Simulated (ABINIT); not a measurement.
CdO (Monteponite):

```
Cd O
1.0
     0.00000    2.34950    2.34950
     2.34950    0.00000    2.34950
     2.34950    2.34950    0.00000
Cd O
1 1
Direct
  0.00000 0.00000 0.00000
  0.50000 0.50000 0.50000
```

Base run:

| Property | Result |
| --- | --- |
| Program | ABINIT 10.8.3 (patched build) |
| Functional | rPW86PBE |
| Potentials or basis | JTH PAW PBE v2.0 |
| Cutoff | 626 eV |
| k mesh | 10 × 10 × 10 |
| Occupations | fermi-dirac, width 0.05 eV |
| Spin | no spin polarisation |

Its results: band gap on the k mesh none (metal or under the smearing width); pressure 11.6 GPa.

**Question.** After a change of settings the same cell gave: band gap on the k mesh none (metal or under the smearing width); pressure 5.7 GPa. Which change was it?
A. functional from rPW86PBE to PBEsol; k mesh from 10 × 10 × 10 to 8 × 8 × 8
B. functional from rPW86PBE to BP86
C. functional from rPW86PBE to LDA; potentials or basis from JTH PAW PBE v2.0 to JTH PAW LDA v2.0
D. functional from rPW86PBE to WC

**Answer.** B.

Caveats: the PAW data sets were made with another functional, which shifts forces and pressure a little; this crystal is a semiconductor, whose small gap the functional closes, so the metal is an error of the method.
